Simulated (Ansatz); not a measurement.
**Be: levels along high-symmetry lines**

```yaml
crystal:
  lattice:
    - [2.29950, 0.00000, 0.00000]
    - [-1.14975, 1.99143, 0.00000]
    - [0.00000, 0.00000, 3.60090]
  atoms:
    - { symbol: Be, position: [0.33333, 0.66667, 0.25000] }
    - { symbol: Be, position: [0.66667, 0.33333, 0.75000] }
```

Atoms are numbered in the order listed.

The cell comes from COD entry 9012017, which wasn't checked; take it as a given geometry. It was measured hot, at 658 K.

Method: DFT, PBE, all-electron LAPW, scalar-relativistic (Ansatz 0.2.0).

Sampling and basis: a Γ-centred 20×20×11 k mesh, Fermi–Dirac smearing of 0.05 eV, basis error target 1 meV/atom, no spin polarisation.

Points in fractions of the reciprocal vectors of this cell: Γ (0, 0, 0), M (0.5, 0, 0), K (0.333, 0.333, 0), A (0, 0, 0.5), L (0.5, 0, 0.5), H (0.333, 0.333, 0.5). The path joins them by straight lines in the order Γ–M–K–Γ–A–L–H–A–L; legs that retrace an earlier one aren't tabulated. Energies are in eV from the Fermi level.

Q: Metal or insulator at this level of theory?

A: No gap opens: metallic or semimetallic.

Q: Tabulate bands 2 to 6, counted from the lowest band of the run, along the path.

A: 
| k (1/Å) | point | band 2 | band 3 | band 4 | band 5 | band 6 |
| --- | --- | --- | --- | --- | --- | --- |
| 0.00 | Γ | -100.07 | -11.04 | -4.17 | 1.14 | 15.44 |
| 0.23 |  | -100.07 | -10.90 | -3.98 | 1.19 | 14.31 |
| 0.45 |  | -100.07 | -10.47 | -3.43 | 1.31 | 11.79 |
| 0.68 |  | -100.07 | -9.75 | -2.50 | 1.42 | 9.04 |
| 0.90 |  | -100.07 | -8.74 | -1.22 | 1.19 | 6.85 |
| 1.13 |  | -100.06 | -7.46 | 0.07 | 0.40 | 5.99 |
| 1.35 |  | -100.06 | -5.96 | -1.73 | 2.28 | 6.26 |
| 1.58 | M | -100.06 | -4.80 | -3.04 | 3.62 | 6.44 |
| 1.71 |  | -100.06 | -4.74 | -3.00 | 3.68 | 6.49 |
| 1.84 |  | -100.06 | -4.56 | -2.86 | 3.86 | 6.34 |
| 1.97 |  | -100.07 | -4.27 | -2.63 | 4.17 | 4.69 |
| 2.10 |  | -100.07 | -3.86 | -2.32 | 3.08 | 4.59 |
| 2.23 |  | -100.07 | -3.34 | -1.93 | 1.53 | 5.14 |
| 2.36 |  | -100.07 | -2.75 | -1.47 | 0.10 | 5.81 |
| 2.49 | K | -100.07 | -2.33 | -0.96 | -0.96 | 6.59 |
| 2.75 |  | -100.07 | -4.13 | 0.13 | 0.20 | 4.34 |
| 3.01 |  | -100.06 | -6.23 | 1.05 | 1.89 | 2.49 |
| 3.27 |  | -100.06 | -7.96 | -0.25 | 1.51 | 5.20 |
| 3.53 |  | -100.07 | -9.31 | -1.95 | 1.53 | 8.25 |
| 3.79 |  | -100.07 | -10.28 | -3.18 | 1.36 | 11.41 |
| 4.05 |  | -100.07 | -10.85 | -3.92 | 1.20 | 14.18 |
| 4.31 | Γ | -100.07 | -11.04 | -4.17 | 1.14 | 15.44 |
| 4.43 |  | -100.07 | -11.00 | -4.44 | 1.52 | 15.48 |
| 4.56 |  | -100.07 | -10.87 | -5.11 | 2.48 | 15.60 |
| 4.68 |  | -100.07 | -10.65 | -5.91 | 3.79 | 15.79 |
| 4.81 |  | -100.07 | -10.34 | -6.74 | 5.31 | 16.05 |
| 4.93 |  | -100.07 | -9.95 | -7.53 | 6.97 | 14.40 |
| 5.06 |  | -100.08 | -9.47 | -8.25 | 8.75 | 12.50 |
| 5.18 | A | -100.08 | -8.90 | -8.90 | 10.61 | 10.61 |
| 5.41 |  | -100.08 | -8.75 | -8.75 | 10.64 | 10.64 |
| 5.63 |  | -100.08 | -8.32 | -8.32 | 10.61 | 10.61 |
| 5.86 |  | -100.08 | -7.59 | -7.59 | 9.64 | 9.64 |
| 6.08 |  | -100.07 | -6.60 | -6.60 | 7.22 | 7.22 |
| 6.31 |  | -100.07 | -5.38 | -5.38 | 4.64 | 4.64 |
| 6.53 |  | -100.07 | -4.12 | -4.12 | 2.48 | 2.48 |
| 6.76 | L | -100.07 | -3.43 | -3.43 | 1.50 | 1.50 |
| 6.89 |  | -100.07 | -3.37 | -3.37 | 1.51 | 1.51 |
| 7.02 |  | -100.07 | -3.19 | -3.19 | 1.52 | 1.52 |
| 7.15 |  | -100.07 | -2.89 | -2.89 | 1.50 | 1.50 |
| 7.28 |  | -100.07 | -2.48 | -2.48 | 1.42 | 1.42 |
| 7.41 |  | -100.07 | -1.96 | -1.96 | 1.18 | 1.18 |
| 7.54 |  | -100.07 | -1.39 | -1.39 | 0.77 | 0.77 |
| 7.67 | H | -100.07 | -1.04 | -1.04 | 0.45 | 0.45 |
| 7.93 |  | -100.07 | -2.34 | -2.34 | 1.81 | 1.81 |
| 8.19 |  | -100.07 | -4.18 | -4.18 | 4.17 | 4.17 |
| 8.45 |  | -100.07 | -5.83 | -5.83 | 6.99 | 6.99 |
| 8.71 |  | -100.07 | -7.16 | -7.16 | 9.75 | 9.75 |
| 8.97 |  | -100.08 | -8.12 | -8.12 | 10.61 | 10.61 |
| 9.23 |  | -100.08 | -8.71 | -8.71 | 10.65 | 10.65 |
| 9.49 | A | -100.08 | -8.90 | -8.90 | 10.61 | 10.61 |
